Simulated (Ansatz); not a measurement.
Mg:

```
Mg
1.0
    -1.82908    1.82402    1.70960
     1.76824   -1.86768    1.69081
     1.83524    1.87384   -1.75733
Mg
1
Direct
  0.00000 0.00000 0.00000
```

The cell isn't the ideal one: cell strained at random at fixed volume.

* Program: Ansatz 0.2.0
* Task: relaxation of cell and atoms
* Functional: rPW86-PBE
* Potentials or basis: all-electron PAW datasets made for the crystal
* k mesh: 11 × 11 × 11
* Occupations: methfessel-paxton, width 0.05 eV
* Spin: no spin polarisation

At the start: volume 22.64 Å³/atom.

**Question.** How do energy, volume and symmetry change on relaxing?

**Answer.** Over 9 steps the energy falls by 7.9 meV/atom and the volume is 22.69 Å³/atom (+0.2 %); space group Im-3m (No. 229, to 0.05 Å).

The path:
| step | energy change (eV) | largest force (eV/Å) | volume (Å³) |
| --- | --- | --- | --- |
| 1 | 0.0000 | 0.0000 | 22.64 |
| 2 | -0.0053 | 0.0000 | 22.76 |
| 3 | -0.0068 | 0.0000 | 22.74 |
| 4 | -0.0072 | 0.0000 | 22.71 |
| 5 | -0.0073 | 0.0000 | 22.70 |
| 6 | -0.0076 | 0.0000 | 22.67 |
| 7 | -0.0079 | 0.0000 | 22.68 |
| 8 | -0.0079 | 0.0000 | 22.69 |
| 9 | -0.0079 | 0.0000 | 22.69 |

Final structure:
```
Mg
1.0
    -1.78936    1.77600    1.77490
     1.79193   -1.78364    1.78463
     1.78917    1.78361   -1.78747
Mg
1
Direct
  0.00000 0.00000 0.00000
```
